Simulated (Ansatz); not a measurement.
Results of PBEsol (Ansatz, an electronic-structure program, plane waves, PAW) for tetradymite Sb₂Te₃.

Numerical settings: plane-wave cutoff 520 eV, 10×10×10 k mesh, Fermi–Dirac smearing 0.01 eV, scalar-relativistic PAW data made under PBE.

A third-order Birch–Murnaghan fit to the energies gives V0 = 31.474 Å³/atom, B0 = 36.8 GPa, B′ = 11.4.

| V (Å³/atom) | P (GPa) |
|---|---|
| 30.219 | (withheld) |
| 30.848 | (withheld) |
| 31.478 | -0.002 |
| 32.107 | (withheld) |
| 32.737 | (withheld) |

Question: Estimate the withheld pressures from this fit; the answers are the runs' own values.

Answer: 
- 30.219, P (GPa): 1.855
- 30.848, P (GPa): 0.845
- 32.107, P (GPa): -0.665
- 32.737, P (GPa): -1.123

The formula P = (3/2) B0 (x^(7/3) − x^(5/3)) [1 + (3/4)(B′ − 4)(x^(2/3) − 1)] with x = V0/V meets the computed pressures within 0.03 GPa when these rounded values are put in.

Shape and atoms are relaxed at each volume.

Measured, for comparison: bulk modulus 36.1 ± 0.9 GPa (temperature not stated, not corrected to a static lattice; as tabulated in Sans et al. (2019), arXiv:1907.08317). Computed (rounded) less measured: bulk modulus +2 % (inside the measured uncertainty). A static lattice is as a rule a little smaller and stiffer than an uncorrected measurement, which can account for part of this.

Note: the cell comes from a level without a dispersion term, which matters for the spacing of layers, chains or molecules; the gap of the solid is closed in this run; this level leaves the solid without a gap, although one is measured; the bulk modulus comes from volumes at which shape and atoms were relaxed.

Spin–orbit coupling is not included; it can open a gap where bands touch, and shift volumes and moduli.

Computed values are for the static lattice.

Cost on a shared machine: around 29 core-minutes (rough).
